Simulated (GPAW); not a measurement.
# AlN (P6_3mc) in GPAW: notebook

The runs below take AlN through band structure, G0W0 quasiparticle levels, dielectric tensor, with vdW-DF-cx, LDA, PBE.

All numbers are computed with GPAW 26.7.0; they aren't measurements. Logs are shortened: lines on timing, memory, paths and dates and some standing lists are left out, and cuts for length are marked. The log counts tension as positive stress, the text compression.

**What was measured.**

“Structural and optical properties of self-assembled AlN nanowires grown on SiO2/Si substrates by molecular beam epitaxy”, 2024, arxiv:2402.00216 quotes, for a bulk crystal of AlN at 0 K: band gap 6.0343 eV (an exciton energy, a little under the gap).

The results are compared with them further down.

**1. The crystal as given**

It takes space group P6_3mc (No. 186, hexagonal). The conventional cell has a = 3.113 Å, b = 3.113 Å, c = 4.981 Å, α = 90.00°, β = 90.00°, γ = 120.00°. Around Al (site symmetry 3m) lie 4 N at 1.89 Å. N (site symmetry 3m) has 4 Al at 1.89 Å as nearest neighbours.

**2. Band structure, vdW-DF-cx**

Contents of run.py:

```python
from ase.dft.bandgap import bandgap
from ase.io import read, write
from gpaw import GPAW, PW

atoms = read('AlN.cif')

calc = GPAW(mode=PW(800),
            xc={'name': 'vdW-DF-cx', 'backend': 'libvdwxc'},
            kpts={'size': (7, 7, 4), 'gamma': True},
            occupations={'name': 'fermi-dirac', 'width': 0.05},
            nbands=18,
            convergence={'density': 1e-05, 'energy': 1e-05},
            maxiter=150,
            txt='gpaw.txt')
atoms.calc = calc
energy = atoms.get_potential_energy()
forces = atoms.get_forces()
calc.write('gs.gpw')
write('result.traj', atoms)
print(f'Energy: {energy:.6f} eV')
print('Forces (eV/A):')
print(forces.round(4))
print('Fermi level:', round(calc.get_fermi_level(), 4), 'eV')
print(f'Gap: {bandgap(calc)[0]:.4f} eV, direct: {bandgap(calc, direct=True)[0]:.4f} eV')

path = atoms.cell.bandpath('GMKGALHA,LM,KH', npoints=60, eps=1e-4)
bs_calc = calc.fixed_density(kpts=path, symmetry='off', nbands=29,
                             convergence={'bands': 'CBM+6.0', 'eigenstates': 1e-6}, txt='bands.txt')
bs = bs_calc.band_structure()
bs.write('bs.json')
print(f'Gap on the path: {bandgap(bs_calc)[0]:.4f} eV')
```

Contents of AlN.cif:

```cif
data_AlN
_cell_length_a 3.11300000
_cell_length_b 3.11300000
_cell_length_c 4.98100000
_cell_angle_alpha 90.00000000
_cell_angle_beta 90.00000000
_cell_angle_gamma 120.00000000
_space_group_name_H-M_alt 'P1'
_space_group_name_Hall 'P 1'
_space_group_IT_number 1
loop_
_space_group_symop_operation_xyz
'x,y,z'
loop_
_atom_site_label
_atom_site_type_symbol
_atom_site_symmetry_multiplicity
_atom_site_Wyckoff_symbol
_atom_site_fract_x
_atom_site_fract_y
_atom_site_fract_z
_atom_site_occupancy
Al1 Al 1 a 0.6666666667 0.3333333333 0.5000000000 1
Al2 Al 1 a 0.3333333333 0.6666666667 0.0000000000 1
N1 N 1 a 0.6666666667 0.3333333333 0.8800000000 1
N2 N 1 a 0.3333333333 0.6666666667 0.3800000000 1
```

Potentials or basis: GPAW PAW data sets (gpaw-data 1.2.1), pw.

The run is started by

```bash
OMP_NUM_THREADS=1 python run.py
```

gpaw.txt:

```text
__  _  _
 | _ |_)|_||  |
 |__||  | ||/\| - 26.7.0

Input parameters:
  mode=PW(ecut=800.0),
  convergence={'density': 1e-05, 'energy': 1e-05},
  kpts=MonkhorstPack(size=(7, 7, 4), gamma=True),
  maxiter=150,
  nbands=18,
  occupations=Occupations(name='fermi-dirac', width=0.05),
  xc=XC(name='vdW-DF-cx', backend='libvdwxc')

Diagonalizing LCAO Hamiltonian
Converting LCAO to pw mode

           N

           Al
        N

        Al

Atoms  # Å, Bohr magnetons
|   | symbol |         x |        y |        z |    initial magnetic moments |
|---|--------|-----------|----------|----------|-----------------------------|
| 0 |     Al |  1.556500 | 0.898646 | 2.490500 | ( 0.0000,  0.0000,  0.0000) |
| 1 |     Al | -0.000000 | 1.797291 | 0.000000 | ( 0.0000,  0.0000,  0.0000) |
| 2 |      N |  1.556500 | 0.898646 | 4.383280 | ( 0.0000,  0.0000,  0.0000) |
| 3 |      N | -0.000000 | 1.797291 | 1.892780 | ( 0.0000,  0.0000,  0.0000) |

Unit cell  # Å
| periodic |         x |        y |        z |  lengths |     angles |
|----------|-----------|----------|----------|----------|------------|
|      yes |  3.113000 | 0.000000 | 0.000000 | 3.113000 |  90.000000 |
|      yes | -1.556500 | 2.695937 | 0.000000 | 3.113000 |  90.000000 |
|      yes |  0.000000 | 0.000000 | 4.981000 | 4.981000 | 120.000000 |

Number of symmetries: 6
Symmetry operations  # r_c * U_cc + t_c -> r_c
|   | kind |            matrix            |
|---|------|------------------------------|
| 0 |  σ   |  1, 1, 0,  0,-1, 0,  0, 0, 1 |
| 1 |  E   |  1, 0, 0,  0, 1, 0,  0, 0, 1 |
| 2 |  C3  |  0, 1, 0, -1,-1, 0,  0, 0, 1 |
| 3 |  σ   |  0,-1, 0, -1, 0, 0,  0, 0, 1 |
| 4 |  σ   | -1, 0, 0,  1, 1, 0,  0, 0, 1 |
| 5 |  C3  | -1,-1, 0,  1, 0, 0,  0, 0, 1 |

BZ-sampling:
  Number of BZ points: 196
  Number of IBZ points: 28

  Monkhorst-Pack size: [7, 7, 4]
  Monkhorst-Pack shift: [0.0, 0.0, 0.125]

K-points  # in reciprocal-cell coordinates
|     |                                coordinates |     weight |
|-----|--------------------------------------------|------------|
|   0 | (  0.00000000,   0.00000000,   0.00000000) | 0.00510204 |
|   1 | (  0.00000000,   0.00000000,   0.25000000) | 0.01020408 |
|   2 | (  0.00000000,   0.00000000,   0.50000000) | 0.00510204 |
|   3 | (  0.14285714,   0.00000000,  -0.25000000) | 0.03061224 |
|   4 | (  0.14285714,   0.00000000,   0.00000000) | 0.03061224 |
|   5 | (  0.14285714,   0.00000000,   0.25000000) | 0.03061224 |
|   6 | (  0.14285714,   0.00000000,   0.50000000) | 0.03061224 |
|   7 | (  0.28571429,  -0.14285714,   0.00000000) | 0.03061224 |
|   8 | (  0.28571429,  -0.14285714,   0.25000000) | 0.06122449 |
|   9 | (  0.28571429,  -0.14285714,   0.50000000) | 0.03061224 |
| ... |                                            |            |
|  27 | (  0.42857143,   0.42857143,   0.50000000) | 0.03061224 |

Plane wave coefficients: 2177
Cutoff: 800.0 eV

Spin-components: 1 (collinear spins)
Bands:           18
Projectors:      20
Spin-degeneracy: 2
Datatype:        complex128

Parallelization:
  kpt:    1
  domain: 1
  band:   1

Density:
  Valence electrons: 16.0
  Components: 1
  Grid points: [21 21 35]
  Charge: 0.0  # |e|

Potential:
  Grid points: [21 21 35]

species:
  Al:
    name:    Aluminium
    Z:       13.0
    valence: 3
    core:    10
    charge:  0.0  # [|e|]
    compensation charges:
      type: gauss
      rc: 0.34  # [Å]
      lmax: 2
    cutoffs:
      filter: 1.91  # [Å]
      core: 2.36  # [Å]
    projectors
    | kind |    occ | energy [eV] | rcut [Å] |
    |------|--------|-------------|----------|
    |   3s |  2.000 |      -7.753 |    1.085 |
    |   3p |  1.000 |      -2.712 |    1.085 |
    |    s |        |      19.459 |    1.085 |
    |    p |        |      24.499 |    1.085 |
    |    d |        |       0.000 |    1.085 |

    Using partial waves for Al as LCAO basis

  N:
    name:    Nitrogen
    Z:       7.0
    valence: 5
    core:    2
    charge:  0.0  # [|e|]
    compensation charges:
      type: gauss
      rc: 0.18  # [Å]
      lmax: 2
    cutoffs:
      filter: 1.11  # [Å]
      core: 0.96  # [Å]
    projectors
    | kind |    occ | energy [eV] | rcut [Å] |
    |------|--------|-------------|----------|
    |   2s |  2.000 |     -18.583 |    0.603 |
    |   2p |  3.000 |      -7.089 |    0.529 |
    |    s |        |       8.629 |    0.603 |
    |    p |        |      20.123 |    0.529 |
    |    d |        |       0.000 |    0.577 |

    Using partial waves for N as LCAO basis

Reference energy: -16170.289538  # eV

eigensolver:
  PPCG
  Converge bands: occupied
  niter=2

density mixing:
  MSR1-Mixer
  Pratt-step length: 0.05
  Maximum mixing coefficient: 0.75
  Old densities: 10
  SVD Regularization: 0.005
  Good broyden scale: 1.0
  Trust region scale: 1.0
  Backstep threshold: 4.0
  History deletion threshold: 6.0
  Fourier metric: weight=20.0, sigma=0.015

occupation numbers:
  Fermi-Dirac:
    width: 0.0500  # eV

poisson solver:
  ecut: 6400.0  # eV

xc functional:
  name: vdW-DF-cx with libvdwxc
  Mode: serial
  Semilocal: GGA_X_LV_RPW86+LDA_C_PW with 2 nearest neighbor stencil
  Local blocksize: 42 x 42 x 70
  PAW datasets: PBE

convergence criteria:
- Maximum integral of absolute [dens]ity change: 1e-05 electrons / valence electron
- Maximum [total energy] change in last 3 cyles: 1e-05 eV / valence electron
- Maximum integral of absolute [eigenst]ate change: 4e-08 eV^2 / valence electron
maximum number of iterations: 150

SCF iterations
|iter     | |      energy | eigst |  dens |
|---------|-|-------------|-------|-------|
|iter:   1| |  -18.183275 | -0.23 |       |
|iter:   2| |  -17.156153 | -2.02 | -0.55 |
|iter:   3| |  -14.158017 | -0.76 | -0.61 |
|iter:   4| |  -14.173445 | -3.02 | -1.24 |
|iter:   5| |  -14.182910 | -3.66 | -1.54 |
|iter:   6| |  -14.183004 | -5.43 | -2.76 |
|iter:   7| |  -14.183024c| -6.27 | -3.14 |
|iter:   8| |  -14.183024c| -7.96c| -4.36 |
|iter:   9| |  -14.183024c| -7.72c| -4.67 |
|iter:  10| |  -14.183024c| -8.25c| -4.98 |
|iter:  11| |  -14.183024c| -9.54c| -5.89c|

Converged in 11 steps
Energy contributions relative to reference atoms: (reference = -16170.289538)

Energy contributions:
  Kinetic:          32.724108
  Coulomb:         -28.243380
  Zero:              0.146361
  External:          0.000000
  Xc:              -18.810113
  Entropy:          -0.000000
  Spinorbit:         0.000000
  ----------------------------
  Free energy:     -14.183024
  Extrapolated:    -14.183024

dipole moment: (0.000000, -0.000001, -6.840489)  # |e|*Ang

Fermi level: 7.043
Eigenvalues  # (at kpt = [0.000, 0.000, 0.000])
| band index |      eig [eV] | occ [0-2] |
|------------|---------------|-----------|
|          0 |        -9.000 |     2.000 |
|          1 |        -6.828 |     2.000 |
|          2 |         0.116 |     2.000 |
|          3 |         5.269 |     2.000 |
|          4 |         5.269 |     2.000 |
|          5 |         5.921 |     2.000 |
[... 8 lines left out ...]
|         14 |        19.280 |     0.000 |
|         15 |        19.280 |     0.000 |
|        ... |               |           |
|         17 |        20.924 |     0.000 |

Gap: 4.286 eV
Transition (v -> c):
  (s=0, k=0, n=7, [0.00, 0.00, 0.00]) -> (s=0, k=0, n=8, [0.00, 0.00, 0.00])
No difference between direct/indirect transitions

Forces  # eV/Ang
|        x |        y |        z |
|----------|----------|----------|
|  0.00000 |  0.00000 | -0.13719 |  # Al   0
| -0.00000 |  0.00000 | -0.13720 |  # Al   1
| -0.00000 |  0.00000 |  0.13747 |  # N    2
|  0.00000 | -0.00000 |  0.13691 |  # N    3

# Writing to gs.gpw (mode='')
```

It took 58 s on 1 thread of Arm Neoverse V1, shared host; peak memory 0.31 GiB.

What came out:

| Item | Value |
| --- | --- |
| Free energy | -14.1830 eV |
| Largest force | 0.137 eV/Å |
| Band gap on the k mesh | 4.29 eV, direct |
| Band gap along the path | 4.29 eV, direct |

Forces in eV/Å, atoms in the order of the input:
```
Al   0.000  0.000 -0.137
Al   0.000  0.000 -0.137
N    0.000  0.000  0.137
N    0.000  0.000  0.137
```

Levels at the corners of the path, in eV from the valence-band top:
```tsv
point	band 6	band 7	band 8	band 9	band 10	band 11
Γ	-0.18	-0.18	0.00	4.29	6.73	10.60
M	-2.07	-1.77	-0.66	5.78	5.82	8.24
K	-2.43	-2.37	-2.37	5.01	8.34	9.70
Γ	-0.18	-0.18	0.00	4.29	6.73	10.60
A	-0.51	-0.51	-0.51	6.51	6.51	10.37
L	-1.44	-1.35	-1.35	5.31	5.31	9.31
H	-3.86	-0.78	-0.78	7.40	7.40	7.88
A	-0.51	-0.51	-0.51	6.51	6.51	10.37
L	-1.44	-1.35	-1.35	5.31	5.31	9.31
M	-2.07	-1.77	-0.66	5.78	5.82	8.24
K	-2.43	-2.37	-2.37	5.01	8.34	9.70
H	-3.86	-0.78	-0.78	7.40	7.40	7.88
```

Caveat: the PAW data sets were made with another functional, which shifts forces and pressure a little.

**3. G0W0 quasiparticle levels, LDA**

Contents of run.py:

```python
import json
import numpy as np
from ase.dft.bandgap import bandgap
from ase.io import read, write
from gpaw import GPAW, PW
from gpaw.response.g0w0 import G0W0

atoms = read('AlN.xyz')

calc = GPAW(mode=PW(600),
            xc='LDA',
            kpts={'size': (5, 5, 3), 'gamma': True},
            occupations={'name': 'fermi-dirac', 'width': 0.001},
            nbands=18,
            convergence={'density': 1e-06},
            maxiter=150,
            txt='gpaw.txt')
atoms.calc = calc
energy = atoms.get_potential_energy()
calc.write('gs.gpw')
write('result.traj', atoms)
print(f'Energy: {energy:.6f} eV')
print('Fermi level:', round(calc.get_fermi_level(), 4), 'eV')
print(f'Gap: {bandgap(calc)[0]:.4f} eV, direct: {bandgap(calc, direct=True)[0]:.4f} eV')

calc.diagonalize_full_hamiltonian(nbands=272)
calc.write('full.gpw', mode='all')

ibz = calc.get_ibz_k_points()
gap, vbm, cbm = bandgap(calc, output=None)
gap, direct, _ = bandgap(calc, direct=True, output=None)
gamma = int(np.abs(ibz).sum(1).argmin())
kpts = sorted({gamma, vbm[1], cbm[1], direct[1]})
gw = G0W0(calc='full.gpw',
          filename='gw',
          ecut=200,
          ecut_extrapolation=True,
          relbands=(-4, 4),
          kpts=kpts,
          integrate_gamma='WS',
          ppa=True)
gw.calculate()
results = {mode: {key: np.asarray(r[key]).tolist() for key in ['f', 'eps', 'vxc', 'exx', 'sigma', 'Z', 'qp', 'sigma_eskn']}
           for mode, r in gw.all_results.items()}
json.dump({'kpts': ibz[kpts].tolist(), 'results': results}, open('gw.json', 'w'))
for mode, r in results.items():
    f, qp = np.array(r['f']), np.array(r['qp'])
    print(mode, 'quasiparticle energies (eV):')
    print(qp.round(3))
    print(mode, 'gap:', round(qp[f < 0.5].min() - qp[f > 0.5].max(), 4), 'eV')
```

Contents of AlN.xyz:

```xyz
4
Lattice="3.1130000000 0.0000000000 0.0000000000 -1.5565000000 2.6959370820 0.0000000000 0.0000000000 0.0000000000 4.9810000000" Properties=species:S:1:pos:R:3 pbc="T T T"
Al     1.5565000002      0.8986456939      2.4905000000
Al    -0.0000000002      1.7972913881      0.0000000000
N      1.5565000002      0.8986456939      4.3832800000
N     -0.0000000002      1.7972913881      1.8927800000
```

Potentials or basis: the program's PAW data sets (release 1.2.1) made for this functional, pw.

The run is started by

```bash
OMP_NUM_THREADS=1 python run.py
```

gpaw.txt:

```text
__  _  _
 | _ |_)|_||  |
 |__||  | ||/\| - 26.7.0

Input parameters:
  mode=PW(ecut=600.0),
  convergence={'density': 1e-06},
  kpts=MonkhorstPack(size=(5, 5, 3), gamma=True),
  maxiter=150,
  nbands=18,
  occupations=Occupations(name='fermi-dirac', width=0.001),
  xc=XC(name='LDA')

Diagonalizing LCAO Hamiltonian
Converting LCAO to pw mode

           N

           Al
        N

        Al

Atoms  # Å, Bohr magnetons
|   | symbol |         x |        y |        z |    initial magnetic moments |
|---|--------|-----------|----------|----------|-----------------------------|
| 0 |     Al |  1.556500 | 0.898646 | 2.490500 | ( 0.0000,  0.0000,  0.0000) |
| 1 |     Al | -0.000000 | 1.797291 | 0.000000 | ( 0.0000,  0.0000,  0.0000) |
| 2 |      N |  1.556500 | 0.898646 | 4.383280 | ( 0.0000,  0.0000,  0.0000) |
| 3 |      N | -0.000000 | 1.797291 | 1.892780 | ( 0.0000,  0.0000,  0.0000) |

Unit cell  # Å
| periodic |         x |        y |        z |  lengths |     angles |
|----------|-----------|----------|----------|----------|------------|
|      yes |  3.113000 | 0.000000 | 0.000000 | 3.113000 |  90.000000 |
|      yes | -1.556500 | 2.695937 | 0.000000 | 3.113000 |  90.000000 |
|      yes |  0.000000 | 0.000000 | 4.981000 | 4.981000 | 120.000000 |

Number of symmetries: 6
Symmetry operations  # r_c * U_cc + t_c -> r_c
|   | kind |            matrix            |
|---|------|------------------------------|
| 0 |  σ   |  1, 1, 0,  0,-1, 0,  0, 0, 1 |
| 1 |  E   |  1, 0, 0,  0, 1, 0,  0, 0, 1 |
| 2 |  C3  |  0, 1, 0, -1,-1, 0,  0, 0, 1 |
| 3 |  σ   |  0,-1, 0, -1, 0, 0,  0, 0, 1 |
[... 110 lines left out ...]
  Fourier metric: weight=20.0, sigma=0.015

occupation numbers:
  Fermi-Dirac:
    width: 0.0010  # eV

poisson solver:
  ecut: 4800.0  # eV

xc functional:
  name: None

convergence criteria:
- Maximum integral of absolute [dens]ity change: 1e-06 electrons / valence electron
- Maximum [total energy] change in last 3 cyles: 0.0005 eV / valence electron
- Maximum integral of absolute [eigenst]ate change: 4e-08 eV^2 / valence electron
maximum number of iterations: 150

SCF iterations
|iter     | |      energy | eigst |  dens |
|---------|-|-------------|-------|-------|
|iter:   1| |  -36.635781 | -0.27 |       |
|iter:   2| |  -35.596641 | -2.05 | -0.55 |
|iter:   3| |  -32.516882 | -0.78 | -0.61 |
|iter:   4| |  -32.493789 | -2.97 | -1.25 |
|iter:   5| |  -32.490041 | -3.57 | -1.57 |
|iter:   6| |  -32.490094c| -5.86 | -2.74 |
|iter:   7| |  -32.490106c| -6.46 | -3.15 |
|iter:   8| |  -32.490105c| -7.35 | -4.00 |
|iter:   9| |  -32.490105c| -8.08c| -4.49 |
|iter:  10| |  -32.490105c| -8.89c| -5.01 |
|iter:  11| |  -32.490105c| -9.84c| -6.06c|

Converged in 11 steps
Energy contributions relative to reference atoms: (reference = -16098.591502)

Energy contributions:
  Kinetic:          32.116491
  Coulomb:         -27.248496
  Zero:             -0.042259
  External:          0.000000
  Xc:              -37.315841
  Entropy:          -0.000000
  Spinorbit:         0.000000
  ----------------------------
  Free energy:     -32.490105
  Extrapolated:    -32.490105

dipole moment: (-0.000000, -0.000001, -6.849339)  # |e|*Ang

Fermi level: 6.282
Eigenvalues  # (at kpt = [0.000, 0.000, 0.000])
| band index |      eig [eV] | occ [0-2] |
|------------|---------------|-----------|
|          0 |        -9.181 |     2.000 |
|          1 |        -6.963 |     2.000 |
|          2 |        -0.183 |     2.000 |
|          3 |         5.022 |     2.000 |
|          4 |         5.022 |     2.000 |
|          5 |         5.677 |     2.000 |
[... 8 lines left out ...]
|         14 |        18.817 |     0.000 |
|         15 |        18.817 |     0.000 |
|        ... |               |           |
|         17 |        20.534 |     0.000 |

Gap: 4.243 eV
Transition (v -> c):
  (s=0, k=0, n=7, [0.00, 0.00, 0.00]) -> (s=0, k=0, n=8, [0.00, 0.00, 0.00])
No difference between direct/indirect transitions
# Writing to gs.gpw (mode='')

Matrix size: 1405x1405
# Writing to full.gpw (mode='all')
```

gw.w.txt:

```text
FrequencyGridDescriptor(from 0.000+0.000j to 0.000+27.211j eV, 2 points)
FrequencyGridDescriptor(from 0.000+0.000j to 0.000+27.211j eV, 2 points)

BZ k-points: Symmetries present (total): 6

75 k-points: 5 x 5 x 3 Monkhorst-Pack grid
12 k-points in the irreducible part of the Brillouin zone
       k-points in crystal coordinates                weights
[... 147 lines left out ...]
   4   1.000   5.022 -17.584 -21.634   2.613  -0.272   0.786   3.892
   5   1.000   5.677 -17.861 -21.642   2.429  -0.271   0.787   4.613
   6   1.000   5.677 -17.861 -21.642   2.429  -0.271   0.787   4.613
   7   1.000   5.859 -17.999 -21.713   2.391  -0.271   0.787   4.818
   8   0.000  10.102 -14.766  -9.923  -4.052  -0.223   0.818  10.748
   9   0.000  12.405 -13.655  -8.046  -4.439  -0.208   0.828  13.374
  10   0.000  16.366 -15.466  -8.266  -5.753  -0.278   0.782  17.498
  11   0.000  16.823 -12.383  -5.970  -4.970  -0.211   0.826  18.015
```

Wall time 25 min (1 thread of AMD EPYC 7R43 (Zen 3), shared host); peak memory 0.47 GiB.

What came out:

| Item | Value |
| --- | --- |
| Free energy | -32.4901 eV |
| Band gap on the k mesh, mean-field level | 4.24 eV, direct |
| Quasiparticle gap | 5.93 eV |
| Least direct quasiparticle gap | 5.93 eV |

Caveat: the k mesh is coarse (spacing up to 0.47 Å⁻¹), so the values aren't converged; the quasiparticle gap is taken among the few k points that were corrected; the long-wavelength limit can be off by a per cent or two.

(Continued in part 2 of 3.)
